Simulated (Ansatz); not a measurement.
## Zn under changes of volume

One of the cells (15.330 Å³/atom); the others are scaled copies at fixed shape and fractional positions:

```
Zn
1.0
     2.67000    0.00000    0.00000
    -1.33500    2.31229    0.00000
     0.00000    0.00000    4.96600
Zn
2
Cartesian
  1.3350 0.7708 3.7245
  0.0000 1.5415 1.2415
```

```yaml
Program: Ansatz 0.2.0
Functional: PBE
Potentials_or_basis: Ansatz PAW
Cutoff: "420 eV (not typed: the program's choice for these potentials)"
k_mesh: 11 × 11 × 6
Occupations: fermi-dirac, width 0.05 eV
Spin: no spin polarisation
```

```tsv
volume (Å³/atom)	energy over the lowest point (meV/atom)	pressure (GPa)
14.410	9.96	4.5
14.716	3.29	2.5
15.023	0.11	0.8
15.330	0.00	-0.7
15.636	?	?
15.943	7.55	-3.2
16.249	14.62	-4.2
```

**Question.** What does the run at 15.636 Å³/atom give?

**Answer.** Energy over the lowest point 2.58 meV/atom; pressure -2.0 GPa.

Worked out: A Birch-Murnaghan fit of order 3 (a polynomial in V^(-2/3)) to the other rows has its minimum at 15.19 Å³/atom with B0 = V·E''(V) = 74 GPa and B' = 5.3 at fixed shape and positions, which overstates the stiffness. It gives 2.58 meV/atom at 15.636 Å³/atom, against the run's 2.58, and -dE/dV = -2.0 GPa, against -2.0.

Energies are extrapolated to zero smearing.
